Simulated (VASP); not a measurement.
# AlN: band structure with TB-mBJ

AlN:

```xyz
2
Lattice="0.0000 2.1883 2.1883 2.1883 0.0000 2.1883 2.1883 2.1883 0.0000" Properties=species:S:1:pos:R:3 pbc="T T T"
Al    0.0000    0.0000    0.0000
N     3.2824    3.2824    3.2824
```

Measurements of this composition are mostly on another form, of space group No. 186.

* Program: VASP 6.6.1
* Task: band structure
* Functional: TB-mBJ
* Potentials or basis: VASP PAW PBE potentials, release 64 (Al, N)
* Cutoff: 520 eV
* k mesh: 10 × 10 × 10
* Occupations: gaussian, width 0.03 eV
* Spin: no spin polarisation
* Further INCAR settings: ALGO = Normal; EDIFF = 1e-06; NBANDS = 11

```json
{
 "Band gap on the k mesh": "4.81 eV, indirect (least direct gap 5.28 eV)",
 "Band gap along the path": "4.81 eV, indirect (least direct gap 5.28 eV)"
}
```

Levels at the corners of the path, in eV from the valence-band top:
| point | band 1 | band 2 | band 3 | band 4 | band 5 | band 6 | band 7 | band 8 |
| --- | --- | --- | --- | --- | --- | --- | --- | --- |
| Γ | -15.41 | 0.00 | 0.00 | 0.00 | 5.28 | 13.63 | 13.63 | 13.63 |
| X | -13.10 | -4.61 | -1.72 | -1.72 | 4.81 | 9.79 | 15.49 | 17.58 |
| X | -13.10 | -4.61 | -1.72 | -1.72 | 4.81 | 9.79 | 15.49 | 17.58 |
| W | -13.06 | -3.58 | -3.20 | -2.42 | 7.41 | 12.71 | 13.30 | 13.36 |
| W | -13.06 | -3.58 | -3.20 | -2.42 | 7.41 | 12.71 | 13.30 | 13.36 |
| K | -13.12 | -4.00 | -3.33 | -1.34 | 6.58 | 11.30 | 14.45 | 15.69 |
| K | -13.12 | -4.00 | -3.33 | -1.34 | 6.58 | 11.30 | 14.45 | 15.69 |
| Γ | -15.41 | 0.00 | 0.00 | 0.00 | 5.28 | 13.63 | 13.63 | 13.63 |
| Γ | -15.41 | 0.00 | 0.00 | 0.00 | 5.28 | 13.63 | 13.63 | 13.63 |
| L | -13.65 | -5.42 | -0.49 | -0.49 | 8.50 | 11.40 | 12.39 | 12.39 |
| L | -13.65 | -5.42 | -0.49 | -0.49 | 8.50 | 11.40 | 12.39 | 12.39 |
| U | -13.12 | -4.00 | -3.33 | -1.34 | 6.58 | 11.30 | 14.45 | 15.69 |
| U | -13.12 | -4.00 | -3.33 | -1.34 | 6.58 | 11.30 | 14.45 | 15.69 |
| W | -13.06 | -3.58 | -3.20 | -2.42 | 7.41 | 12.71 | 13.30 | 13.36 |
| W | -13.06 | -3.58 | -3.20 | -2.42 | 7.41 | 12.71 | 13.30 | 13.36 |
| L | -13.65 | -5.42 | -0.49 | -0.49 | 8.50 | 11.40 | 12.39 | 12.39 |
| L | -13.65 | -5.42 | -0.49 | -0.49 | 8.50 | 11.40 | 12.39 | 12.39 |
| K | -13.12 | -4.00 | -3.33 | -1.34 | 6.58 | 11.30 | 14.45 | 15.69 |
| U | -13.12 | -4.00 | -3.33 | -1.34 | 6.58 | 11.30 | 14.45 | 15.69 |
| X | -13.10 | -4.61 | -1.72 | -1.72 | 4.81 | 9.79 | 15.49 | 17.58 |

Wall time 40 s on 1 thread of Intel(R) Xeon(R) Platinum 8488C (Sapphire Rapids), on a shared host, peak memory 0.15 GiB.
